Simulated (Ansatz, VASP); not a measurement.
# One calculation of SiC, two programs

```
Si C
1.0
     3.06676    0.03438   -0.01838
    -1.50361    2.66080    0.04489
    -0.03016    0.06765    5.07603
Si C
2 2
Direct
  0.33430 0.69521 0.01663
  0.65887 0.29008 0.48340
  0.31249 0.66561 0.39332
  0.69435 0.34910 0.87665
```

Change from the starting cell: all atoms moved at random (sigma 0.1 Å a component), cell strained at random (sigma 0.01).

Alike in both runs: task single point; functional PBE; k mesh 6 × 6 × 4; occupations gaussian, width 0.05 eV; no spin polarisation.

```csv
,VASP,Ansatz
version,VASP 6.6.1,Ansatz 0.2.0
potentials or method,"VASP PAW PBE potentials, release 64 (Si, C)","scalar-relativistic, plane waves, PAW"
plane-wave cutoff (eV),520,420
valence electrons in the cell,16,16
```

|  | VASP | Ansatz | Ansatz less VASP |
| --- | --- | --- | --- |
| gap on the k mesh at the Fermi level (eV) | 1.39 | 1.39 | +0.001 |
| least direct gap on the mesh (eV) | 3.44 | 3.44 | +0.004 |
| pressure (GPa) | 3.8 | 3.8 | +0.07 |
| largest component of the traceless stress (GPa) | 6.92 | 6.95 | +0.024 |
| rms of the force components (eV/Å) | 1.854 | 1.854 | +0.0008 |

Atom by atom the forces differ by 0.003 eV/Å (rms over components).

Caveats: forces of over 1 eV/Å show positions far from the minimum, so gaps and moduli don't describe the material at rest. A k mesh can miss the band edges.
